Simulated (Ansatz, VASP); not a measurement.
**One calculation of GaN, two programs**

INCAR

```
PREC = Accurate
ENCUT = 520
EDIFF = 1E-6
ISMEAR = 0
SIGMA = 0.05
LREAL = F
LASPH = T
NELM = 80
ALGO = Normal
ISIF = 2
LWAVE = F
LCHARG = F
GGA = PS
NBANDS = 16
```

The input KPOINTS:

```
Automatic mesh
0
Gamma
  10 10 10
```

File POSCAR:

```
GaN
1.0
    0.0000000000      2.2535006075      2.2535006075
    2.2535006075      0.0000000000      2.2535006075
    2.2535006075      2.2535006075      0.0000000000
Ga N
1 1
Direct
   -0.0332815530     -0.0332815530     -0.0137856706
    0.7500000000      0.7500000000      0.7500000000
```

Input for Ansatz:

```yaml
crystal:
  lattice:
    - [0.0, 2.2535006075, 2.2535006075]
    - [2.2535006075, 0.0, 2.2535006075]
    - [2.2535006075, 2.2535006075, 0.0]
  atoms:
    - { symbol: Ga, position: [-0.033281553, -0.033281553, -0.0137856706] }
    - { symbol: "N", position: [0.75, 0.75, 0.75] }
basis:
  ecutwfc: 420
kpoints:
  mp_grid: { grid: [10, 10, 10] }
hamiltonian:
  xc: pbesol
scf:
  occupations: { method: gaussian, width: 0.05 }
output:
  forces: true
  stress: true
  eigenvalues: true
```

Alike in both runs: task single point; functional PBEsol; k mesh 10 × 10 × 10; occupations gaussian, width 0.05 eV; no spin polarisation.

```csv
,VASP,Ansatz
version,VASP 6.6.1,Ansatz 0.2.0
potentials or method,"VASP PAW PBE potentials, release 64 (Ga_d, N)","scalar-relativistic, plane waves, PAW"
plane-wave cutoff (eV),520,420
valence electrons in the cell,18,18
```

```csv
,VASP,Ansatz,Ansatz less VASP
gap on the k mesh at the Fermi level (eV),1.45,1.44,-0.013
least direct gap on the mesh (eV),1.45,1.44,-0.013
pressure (GPa),4.8,5.2,+0.35
largest component of the traceless stress (GPa),12.59,12.94,+0.351
rms of the force components (eV/Å),2.420,2.463,+0.0435
```

Atom by atom the forces differ by 0.043 eV/Å (rms over components). The functional is the same, so the differences come from potentials, cutoffs and numerics.

Caveats: the PAW data sets were made with another functional, which shifts forces and pressure a little (VASP).
